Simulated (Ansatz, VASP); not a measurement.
# SrO in VASP and in Ansatz

```
Sr O
1.0
     0.00000    2.56630    2.56630
     2.56630    0.00000    2.56630
     2.56630    2.56630    0.00000
Sr O
1 1
Direct
  0.50000 0.50000 0.50000
  0.00000 0.00000 0.00000
```

Alike in both runs: task single point; functional PBEsol; k mesh 8 × 8 × 8; no spin polarisation.

```csv
,VASP,Ansatz
version,VASP 6.6.1,Ansatz 0.2.0
potentials or method,"VASP PAW PBE potentials, release 64 (Sr_sv, O), cutoff 520 eV","all-electron LAPW, scalar-relativistic"
occupations,"gaussian, width 0.01 eV",fixed
```

VASP gave:

| Property | Result |
| --- | --- |
| gap on the k mesh at the Fermi level (eV) | 3.15 |
| pressure (GPa) | 0.1 |

Estimate Ansatz's values.

gap on the k mesh at the Fermi level (eV): 3.20; pressure (GPa): -0.5.

Ansatz ran all-electron here, so the differences hold the error of VASP's frozen core and of both bases.

Caveats: the PAW data sets were made with another functional, which shifts forces and pressure a little (VASP). Expect the measured gap to be larger: semilocal functionals such as PBEsol lack the derivative discontinuity. A k mesh can miss the band edges.
